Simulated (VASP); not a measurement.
Runs of VASP 6.6.1 on SnO. The structure is tetragonal, space group P4/nmm (No. 129). Conventional cell: a = 3.814 Å, b = 3.814 Å, c = 4.887 Å, α = 90.00°, β = 90.00°, γ = 90.00°. Around Sn (site symmetry 4mm) lie 4 O at 2.23 Å. O (site symmetry -4m2) has 4 Sn at 2.23 Å as nearest neighbours. The cell is a database's computed one.

| task | level | potentials or basis | cell | k mesh | cutoff (eV) | smearing | ladder | GW scheme | GW iterations | cutoff of the response function | frequency points | mesh quality | gap on the mesh (eV) | pressure (GPa) | relaxed volume (Å³/atom) | largest force (eV/Å) |
| --- | --- | --- | --- | --- | --- | --- | --- | --- | --- | --- | --- | --- | --- | --- | --- | --- |
| relaxation of cell and atoms | r2SCAN | VASP PAW PBE potentials, release 64 (Sn_d, O) | relaxed | 6 × 6 × 6 | 600 | gaussian 0.02 eV | gaps | - | - | - | - | not flagged | 0.29 | 0.1 | 17.77 | 0.01 |
| relaxation of cell and atoms | LDA | VASP PAW LDA potentials, release 64 (Sn_d, O) | relaxed | 6 × 6 × 6 | 600 | gaussian 0.02 eV | gaps | - | - | - | - | not flagged | (a) | 0.1 | 16.36 | - |
| single point | PBE | VASP PAW PBE potentials, release 64 (Sn_d, O) | as given | 7 × 7 × 6 | 520 | gaussian 0.024 eV | - | - | - | - | - | not flagged | 0.38 | 3.8 | - | 0.46 |
| relaxation of cell and atoms | rev-vdW-DF2 | VASP PAW PBE potentials, release 64 (Sn_d, O) | relaxed | 7 × 7 × 6 | 600 | fermi-dirac 0.05 eV | - | - | - | - | - | not flagged | 0.45 | 0.0 | 17.92 | - |
| relaxation of cell and atoms | optB86b-vdW | VASP PAW PBE potentials, release 64 (Sn_d, O) | relaxed | 7 × 7 × 6 | 600 | fermi-dirac 0.05 eV | - | - | - | - | - | not flagged | 0.35 | 0.0 | (b) | - |
| single point | PBE | VASP PAW PBE potentials, release 64 (Sn_d, O) | as given | 7 × 7 × 6 | 520 | fermi-dirac 0.05 eV | - | - | - | - | - | not flagged | 0.38 | 3.8 | - | 0.46 |
| band structure | r2SCAN | VASP PAW PBE potentials, release 64 (Sn_d, O) | as given | 8 × 8 × 6 | 520 | gaussian 0.02 eV | gaps | - | - | - | - | not flagged | 0.29 | 0.1 | - | 0.01 |
| relaxation of cell and atoms | BEEF-vdW | VASP PAW PBE potentials, release 64 (Sn_d, O) | relaxed | 7 × 7 × 6 | 600 | fermi-dirac 0.05 eV | - | - | - | - | - | not flagged | 1.03 | 0.0 | 19.74 | 0.01 |
| band structure | LDA | VASP PAW LDA potentials, release 64 (Sn_d, O) | as given | 8 × 8 × 6 | 520 | gaussian 0.02 eV | gaps | - | - | - | - | not flagged | 0.21 | -3.0 | - | (c) |
| band structure | TB-mBJ | VASP PAW PBE potentials, release 64 (Sn_d, O) | as given | 8 × 8 × 6 | 520 | gaussian 0.02 eV | gaps | - | - | - | - | not flagged | (d) | - | - | - |

Alike in all rows: no spin polarisation.

Question: Estimate the missing entries.

Answer: (a) none; (b) 17.63; (c) 0.13; (d) 0.36.

Caveats: spin-orbit coupling is left out, which moves the levels of the heavy elements (some runs); the PAW data sets were made with another functional, which shifts forces and pressure a little (some runs); an odd mesh through Γ misses points on the zone boundary, where band edges often lie (some runs).

A k mesh can miss the band edges, and the runs leave out spin-orbit coupling on Sn.

Not every run made on this cell is shown here.
